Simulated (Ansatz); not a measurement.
Born–Oppenheimer molecular dynamics of a periodic cell of 17 atoms, Cd9O8 (surface CdO(111), adsorbate Cd). It goes on from the last frame of an earlier run, with new velocities.

Theory: Ansatz 0.2.0, DFT LDA, scalar-relativistic, plane waves, PAW. Settings: accuracy low, cutoff 420 eV, k mesh 2x2x1, fermi-dirac smearing 0.05 eV, no spin polarisation.

| Item | Value |
| --- | --- |
| ensemble | NVT, Nosé–Hoover chain |
| time step | 1 fs |
| steps asked | 300 |
| set temperature | 2400 K |
| thermostat | time constant 100 fs, chain length 3 |
| atoms held | 1, 3, 5, 7 |
| seed | 917956 |

Frames 2 fs apart, positions in Å.

Velocities at 260.0 fs (Å/ps):

```
Cd 0.00 0.00 0.00
O -8.85 -21.28 -1.42
Cd 0.00 0.00 0.00
O 4.23 -4.46 6.28
Cd 0.00 0.00 0.00
O -24.59 8.60 12.96
Cd 0.00 0.00 0.00
O -4.72 12.32 -3.91
Cd 0.12 -4.61 -1.46
O -2.73 11.18 -1.64
Cd -3.39 -1.12 -3.56
O -11.93 -20.68 4.61
Cd -5.28 -7.77 -1.42
O 5.59 7.42 -3.00
Cd -4.51 -1.24 -3.62
O 1.32 12.80 -1.99
Cd -6.37 -6.96 -0.98
```

```xyz
17
Lattice="6.6892 0.0000 0.0000 3.3446 5.7930 0.0000 0.0000 0.0000 15.0963" Properties=species:S:1:pos:R:3 time_fs=260.0 energy_less_start_eV=3.000 T=2217
Cd 0.000 0.000 1.000
O 4.894 4.748 1.967
Cd 1.672 2.897 1.000
O 3.073 2.300 2.216
Cd 3.345 0.000 1.000
O 8.279 4.652 1.780
Cd 5.017 2.897 1.000
O 6.475 1.700 2.408
Cd 5.582 3.259 4.742
O 1.052 2.497 5.130
Cd 4.249 0.969 4.130
O -0.698 0.103 4.157
Cd 1.845 4.015 3.893
O 3.615 3.052 5.332
Cd 1.206 0.590 3.679
O 6.557 5.366 5.059
Cd 2.501 1.152 6.166
17
Lattice="6.6892 0.0000 0.0000 3.3446 5.7930 0.0000 0.0000 0.0000 15.0963" Properties=species:S:1:pos:R:3 time_fs=262.0 energy_less_start_eV=2.953 T=2246
Cd 0.000 0.000 1.000
O 4.877 4.707 1.964
Cd 1.672 2.897 1.000
O 3.085 2.288 2.230
Cd 3.345 0.000 1.000
O 8.230 4.672 1.806
Cd 5.017 2.897 1.000
O 6.465 1.726 2.398
Cd 5.582 3.250 4.739
O 1.045 2.518 5.127
Cd 4.242 0.967 4.123
O -0.721 0.060 4.167
Cd 1.835 3.999 3.890
O 3.627 3.066 5.326
Cd 1.197 0.588 3.672
O 6.557 5.388 5.056
Cd 2.488 1.139 6.164
17
Lattice="6.6892 0.0000 0.0000 3.3446 5.7930 0.0000 0.0000 0.0000 15.0963" Properties=species:S:1:pos:R:3 time_fs=264.0 energy_less_start_eV=2.919 T=2268
Cd 0.000 0.000 1.000
O 4.863 4.669 1.961
Cd 1.672 2.897 1.000
O 3.101 2.272 2.247
Cd 3.345 0.000 1.000
O 8.181 4.698 1.832
Cd 5.017 2.897 1.000
O 6.456 1.755 2.383
Cd 5.583 3.241 4.737
O 1.036 2.537 5.123
Cd 4.235 0.967 4.114
O -0.740 0.016 4.179
Cd 1.825 3.983 3.888
O 3.640 3.076 5.319
Cd 1.188 0.585 3.664
O 6.551 5.404 5.055
Cd 2.475 1.126 6.162
17
Lattice="6.6892 0.0000 0.0000 3.3446 5.7930 0.0000 0.0000 0.0000 15.0963" Properties=species:S:1:pos:R:3 time_fs=266.0 energy_less_start_eV=2.908 T=2277
Cd 0.000 0.000 1.000
O 4.850 4.635 1.958
Cd 1.672 2.897 1.000
O 3.122 2.251 2.265
Cd 3.345 0.000 1.000
O 8.132 4.728 1.857
Cd 5.017 2.897 1.000
O 6.448 1.786 2.365
Cd 5.584 3.232 4.734
O 1.023 2.552 5.119
Cd 4.229 0.968 4.105
O -0.755 -0.029 4.192
Cd 1.815 3.966 3.885
O 3.653 3.083 5.311
Cd 1.179 0.583 3.657
O 6.539 5.412 5.054
Cd 2.462 1.114 6.160
17
Lattice="6.6892 0.0000 0.0000 3.3446 5.7930 0.0000 0.0000 0.0000 15.0963" Properties=species:S:1:pos:R:3 time_fs=268.0 energy_less_start_eV=2.923 T=2270
Cd 0.000 0.000 1.000
O 4.840 4.608 1.955
Cd 1.672 2.897 1.000
O 3.145 2.225 2.285
Cd 3.345 0.000 1.000
O 8.087 4.758 1.882
Cd 5.017 2.897 1.000
O 6.441 1.817 2.342
Cd 5.586 3.224 4.732
O 1.008 2.564 5.114
Cd 4.222 0.970 4.095
O -0.765 -0.073 4.207
Cd 1.806 3.949 3.884
O 3.667 3.087 5.303
Cd 1.170 0.581 3.650
O 6.522 5.413 5.056
Cd 2.448 1.103 6.158
17
Lattice="6.6892 0.0000 0.0000 3.3446 5.7930 0.0000 0.0000 0.0000 15.0963" Properties=species:S:1:pos:R:3 time_fs=270.0 energy_less_start_eV=2.954 T=2254
Cd 0.000 0.000 1.000
O 4.830 4.587 1.954
Cd 1.672 2.897 1.000
O 3.170 2.196 2.306
Cd 3.345 0.000 1.000
O 8.045 4.788 1.906
Cd 5.017 2.897 1.000
O 6.435 1.850 2.316
Cd 5.589 3.215 4.730
O 0.990 2.571 5.111
Cd 4.216 0.974 4.084
O -0.770 -0.115 4.223
Cd 1.797 3.931 3.882
O 3.680 3.087 5.295
Cd 1.161 0.580 3.643
O 6.499 5.407 5.058
Cd 2.434 1.093 6.156
17
Lattice="6.6892 0.0000 0.0000 3.3446 5.7930 0.0000 0.0000 0.0000 15.0963" Properties=species:S:1:pos:R:3 time_fs=272.0 energy_less_start_eV=2.982 T=2239
Cd 0.000 0.000 1.000
O 4.821 4.573 1.953
Cd 1.672 2.897 1.000
O 3.196 2.163 2.327
Cd 3.345 0.000 1.000
O 8.009 4.816 1.930
Cd 5.017 2.897 1.000
O 6.431 1.883 2.288
Cd 5.592 3.207 4.728
O 0.969 2.573 5.108
Cd 4.211 0.978 4.072
O -0.771 -0.153 4.240
Cd 1.788 3.912 3.880
O 3.692 3.083 5.287
Cd 1.151 0.578 3.636
O 6.472 5.395 5.060
Cd 2.419 1.084 6.154
17
Lattice="6.6892 0.0000 0.0000 3.3446 5.7930 0.0000 0.0000 0.0000 15.0963" Properties=species:S:1:pos:R:3 time_fs=274.0 energy_less_start_eV=2.982 T=2242
Cd 0.000 0.000 1.000
O 4.812 4.568 1.954
Cd 1.672 2.897 1.000
O 3.221 2.128 2.347
Cd 3.345 0.000 1.000
O 7.980 4.840 1.954
Cd 5.017 2.897 1.000
O 6.429 1.915 2.256
Cd 5.596 3.198 4.726
O 0.945 2.570 5.107
Cd 4.205 0.983 4.059
O -0.767 -0.185 4.258
Cd 1.780 3.893 3.878
O 3.703 3.076 5.279
Cd 1.142 0.576 3.629
O 6.441 5.376 5.063
Cd 2.404 1.076 6.153
17
Lattice="6.6892 0.0000 0.0000 3.3446 5.7930 0.0000 0.0000 0.0000 15.0963" Properties=species:S:1:pos:R:3 time_fs=276.0 energy_less_start_eV=2.933 T=2273
Cd 0.000 0.000 1.000
O 4.803 4.571 1.955
Cd 1.672 2.897 1.000
O 3.246 2.090 2.365
Cd 3.345 0.000 1.000
O 7.959 4.859 1.979
Cd 5.017 2.897 1.000
O 6.430 1.946 2.223
Cd 5.600 3.190 4.724
O 0.920 2.562 5.106
Cd 4.201 0.988 4.046
O -0.759 -0.212 4.277
Cd 1.772 3.874 3.877
O 3.711 3.065 5.271
Cd 1.132 0.575 3.622
O 6.406 5.353 5.064
Cd 2.389 1.069 6.151
17
Lattice="6.6892 0.0000 0.0000 3.3446 5.7930 0.0000 0.0000 0.0000 15.0963" Properties=species:S:1:pos:R:3 time_fs=278.0 energy_less_start_eV=2.829 T=2337
Cd 0.000 0.000 1.000
O 4.795 4.582 1.958
Cd 1.672 2.897 1.000
O 3.270 2.049 2.383
Cd 3.345 0.000 1.000
O 7.947 4.873 2.006
Cd 5.017 2.897 1.000
O 6.435 1.975 2.189
Cd 5.605 3.183 4.723
O 0.893 2.548 5.107
Cd 4.196 0.994 4.032
O -0.747 -0.232 4.296
Cd 1.764 3.854 3.875
O 3.717 3.050 5.264
Cd 1.121 0.573 3.615
O 6.369 5.326 5.065
Cd 2.374 1.063 6.149
17
Lattice="6.6892 0.0000 0.0000 3.3446 5.7930 0.0000 0.0000 0.0000 15.0963" Properties=species:S:1:pos:R:3 time_fs=280.0 energy_less_start_eV=2.683 T=2426
Cd 0.000 0.000 1.000
O 4.787 4.600 1.962
Cd 1.672 2.897 1.000
O 3.291 2.007 2.397
Cd 3.345 0.000 1.000
O 7.943 4.881 2.035
Cd 5.017 2.897 1.000
O 6.443 2.003 2.152
Cd 5.610 3.175 4.721
O 0.865 2.529 5.108
Cd 4.192 1.000 4.019
O -0.733 -0.246 4.315
Cd 1.757 3.833 3.873
O 3.720 3.031 5.256
Cd 1.111 0.571 3.608
O 6.329 5.298 5.064
Cd 2.358 1.058 6.148
17
Lattice="6.6892 0.0000 0.0000 3.3446 5.7930 0.0000 0.0000 0.0000 15.0963" Properties=species:S:1:pos:R:3 time_fs=282.0 energy_less_start_eV=2.523 T=2524
Cd 0.000 0.000 1.000
O 4.780 4.625 1.967
Cd 1.672 2.897 1.000
O 3.310 1.965 2.409
Cd 3.345 0.000 1.000
O 7.948 4.884 2.064
Cd 5.017 2.897 1.000
O 6.456 2.027 2.116
Cd 5.615 3.168 4.720
O 0.837 2.505 5.111
Cd 4.188 1.006 4.005
O -0.717 -0.255 4.335
Cd 1.750 3.812 3.872
O 3.720 3.009 5.249
Cd 1.100 0.570 3.602
O 6.288 5.267 5.061
Cd 2.342 1.054 6.146
```

Of the whole run (300 fs, mean temperature of the second half 2599 K): The conserved energy stayed within 0.31 meV per atom of its start (net change 0.024 meV per atom), so the integration is sound. A run of 0.3 ps of so small a system gives no equilibrium averages. Limits of this set-up: coarse k mesh, thin slab, slab without dipole correction, low accuracy level.

Time of the run: 24 min on 2 threads of Arm Neoverse V2, on a shared host, peak memory 1.3 GiB.
